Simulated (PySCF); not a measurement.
NMR problem set

Level of theory: spin–spin couplings from B3LYP/pcJ-1 (spin–dipole term left out of most H,H and C,H couplings), shielding tensors at PBE0/pcSseg-1 (GIAO), geometry: GFN2-xTB, in PySCF (non-relativistic, averaged over atoms made equivalent by symmetry, fast rotation or ring inversion, no solvent, one conformer).

δ = σ(ref) − σ, references computed at the same level: $^{1}$H and $^{13}$C vs TMS. Multiplet labels drop J under 1 Hz and among equivalent protons, and merge close values. Unscaled 3J(H,H) run several per cent high. Where no couplings were computed, multiplicities follow the n + 1 count of equivalent neighbours, and m marks all less simple cases (inequivalent or close neighbours, rings, F or P nearby). Vicinal couplings that depend on rotamer populations or ring flexing (ring, CH–CH, X–H and H–F types) are those of the one conformer. Acid and N–H amide carbonyl carbons lie up to 10 ppm further downfield in solution (hydrogen bonding). Shifts are as computed. Against solution values, carbons near 30 ppm lie about +3 ppm off and those near 130 ppm about +5 ppm. Of 1211 compounds with measured shifts, 218 miss one by over three times the rms of a fit or turn the order of signals round; such compounds aren't used in these exercises. OH and NH positions are gas-phase values without hydrogen bonding to other molecules.

Task: C5H8N2OSi. $^{1}$H NMR (500 MHz, computed): δ 6.79 (m, 2H), 6.73 (m, 2H), 5.58 (br s, 2H), 5.13 (s, 2H). $^{13}$C{$^{1}$H} NMR (computed): δ 179.8, 127.8, 119.0. Give a structure.

Result: SMILES NC(=O)[SiH2]n1cccc1. Rings plus π bonds: 4 (1 ring in the answer). 3 carbon signals for 5 carbons: some carbons are equivalent by symmetry or fast rotation. Carbon types of the structure: 1 × C, 4 × CH, leaving 4 H on heteroatoms. δC 179.8: carbonyl carbon. δC 127.8: aromatic CH next to a ring nitrogen. δC 119.0: aromatic CH. δH 6.73: hydrogen on an aromatic CH; ring-current deshielding.

The shifts were computed for this structure.

Task: C4H6O. $^{1}$H NMR (400 MHz, computed): δ 3.12 (m, 4H), 1.88 (m, 2H). $^{13}$C{$^{1}$H} NMR (computed): δ 213.8, 48.6, 10.1. Give a structure.

Result: `O=C1CCC1`. Rings plus π bonds: 2 (1 ring in the answer). 3 carbon signals for 4 carbons: some carbons are equivalent by symmetry or fast rotation. Carbon types of the structure: 1 × C, 3 × CH2, which accounts for all hydrogens. δC 213.8: ketone carbonyl carbon; the double bond to the heteroatom, with no lone-pair donor beside it, deshields it most. δC 48.6: sp3 CH2 α to a carbonyl; the adjacent C=O deshields it moderately. δC 10.1: sp3 CH2 in a ring; saturated and bonded to C and H only. δH 3.12: hydrogen on an sp3 CH2 α to a carbonyl; α to C=O.

The data come from this structure; uniqueness wasn't tested.

Task: C4H6O. $^{1}$H NMR (400 MHz, computed): δ 6.39 (m, 1H), 6.36 (m, 1H), 6.28 (m, 1H), 2.33 (s, 3H). $^{13}$C{$^{1}$H} NMR (computed): δ 201.6 (C), 147.0 (CH), 135.8 (CH2), 26.7 (CH3). Identify the compound.

Result: methyl vinyl ketone. The formula gives 2 degrees of unsaturation (no ring in the answer). 4 carbon signals for 4 carbons: no two carbons are equivalent. Carbon types of the structure: 1 × C, 1 × CH, 1 × CH2, 1 × CH3, which accounts for all hydrogens. δC 201.6: ketone carbonyl carbon; the double bond to the heteroatom, with no lone-pair donor beside it, deshields it most. δC 147.0: α carbon of a C=C–C=O unit; the olefinic region. δC 135.8: β carbon of a C=C–C=O unit; conjugation with the carbonyl draws π density from the β position. δH 6.39: hydrogen on an α carbon of a C=C–C=O unit; a vinylic proton, deshielded by the sp2 carbon and the C=C anisotropy.

The data come from this structure; uniqueness wasn't tested.

Task: C2H12O2Si3. $^{1}$H NMR (400 MHz, computed): δ 5.28 (s, 6H), 4.87 (t, 1H), 1.17 (t, 3H), 0.54 (m, 2H). $^{13}$C{$^{1}$H} NMR (computed): δ 13.3 (CH2), 7.1 (CH3). Identify the compound.

Result: `CC[SiH](O[SiH3])O[SiH3]`. Rings plus π bonds: 0. 2 carbon signals for 2 carbons: no two carbons are equivalent. Carbon types of the structure: 1 × CH2, 1 × CH3, leaving 7 H on heteroatoms. δC 7.1: methyl carbon; a saturated carbon with 1 carbon neighbour and no heteroatom attached. δH 5.28: hydrogen on a silicon bonded to O. δH 1.17: hydrogen on a methyl carbon. δH 0.54: hydrogen on an sp3 CH2 bonded to Si; an electropositive neighbour shields it, as in TMS itself.

This is the structure that produced the data.
